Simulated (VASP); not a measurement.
Write the native input for VASP 6.6.1 that does the following.

```
Task                   : single point
Functional             : r2SCAN
Dispersion             : rVV10
Potentials or basis    : VASP PAW PBE potentials, release 64 (H)
Cutoff                 : 400 eV
k mesh                 : 1 × 1 × 1
Occupations            : gaussian, width 0.01 eV
Spin                   : collinear spin, ferromagnetic start
Starting moments       : [1.1] μB
Fixed moment           : 1 μB
Further INCAR settings : ALGO = Normal; EDIFF = 1e-07; ISYM = 0
```

The structure of H lies in POSCAR:

```
H                                       
1.0
   10.5000000000      0.0000000000      0.0000000000
    0.0000000000     11.0000000000      0.0000000000
    0.0000000000      0.0000000000     11.5000000000
  H             
     1
Selective dynamics
Direct
     0.5000000000000000    0.5045454544999970    0.5000000000000000   F   F   F
```

The input as run:

INCAR

```
SYSTEM = H
  ALGO = Normal
  BPARAM = 11.95
  CPARAM = 0.0093
  EDIFF = 1E-7
  ENCUT = 400
  ISIF = 2
  ISMEAR = 0
  ISPIN = 2
  ISYM = 0
  IVDW_NL = 2
  LASPH = .True.
  LCHARG = .False.
  LMIXTAU = .True.
  LORBIT = 11
  LREAL = .False.
  LUSE_VDW = .True.
  LWAVE = .False.
  MAGMOM = 1.1
  METAGGA = R2SCAN
  NELM = 60
  NUPDOWN = 1
  PREC = Accurate
  SIGMA = 0.01
```

KPOINTS

```
k-points
0
Gamma
  1 1 1
  0 0 0
```

Potentials or basis: VASP PAW PBE potentials, release 64 (H).

The run is started by

```bash
$ cat potpaw_PBE.64/H/POTCAR > POTCAR
$ mpirun -np 4 vasp_gam > vasp.out
```

It gave:

| Property | Result |
| --- | --- |
| Net moment | 1.00 μB per cell |
| Site moments | H +0.38 μB |
| Valence electrons inside the program's atomic spheres | H 0.38 |

Caveat: the total moment is fixed, so each spin has its own Fermi level.

Wall time 5.3 min on 4 MPI ranks on Intel(R) Xeon(R) 6975P-C (Granite Rapids), with other jobs on the host, peak memory 0.78 GiB a rank.
